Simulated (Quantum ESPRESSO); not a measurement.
Crystal: Si.

```xyz
2
Lattice="0.0000 2.7219 2.7219 2.7219 0.0000 2.7219 2.7219 2.7219 0.0000" Properties=species:S:1:pos:R:3 pbc="T T T"
Si    2.7219    2.7219    2.7219
Si    4.0828    4.0828    4.0828
```

| Property | Result |
| --- | --- |
| Program | Quantum ESPRESSO 7.5 |
| Task | phonons |
| Functional | PBEsol |
| Potentials or basis | PseudoDojo 0.4.1 SR PBEsol standard |
| Cutoff | 490 eV |
| Density cutoff | 1959 eV |
| k mesh | 8 × 8 × 8, shifted |
| Occupations | fermi-dirac, width 0.05 eV |
| Spin | no spin polarisation |
| Mixing beta | 0.5 |
| Most SCF iterations | 120 |
| SCF threshold | 4e-10 Ry |

The first run showed a gap, so the response started from a second, tighter run with fixed occupations.

Problem. What is the highest optical frequency at the zone centre?

Solution. 506 cm⁻¹, a mode of symmetry T2g (Raman).

Optical modes at Γ, degenerate ones joined, polar ones without the macroscopic field:
| cm⁻¹ | components | symmetry | active in | IR intensity, summed ((D/Å)²/amu) |
| --- | --- | --- | --- | --- |
| 506 | 3 | T2g | Raman | 0.00 |

Born effective charge tensors (e):
atom 1, Si
```
0.00 0.00 0.00
0.00 0.00 0.00
0.00 0.00 0.00
```
atom 2, Si
```
0.00 0.00 0.00
0.00 0.00 0.00
0.00 0.00 0.00
```
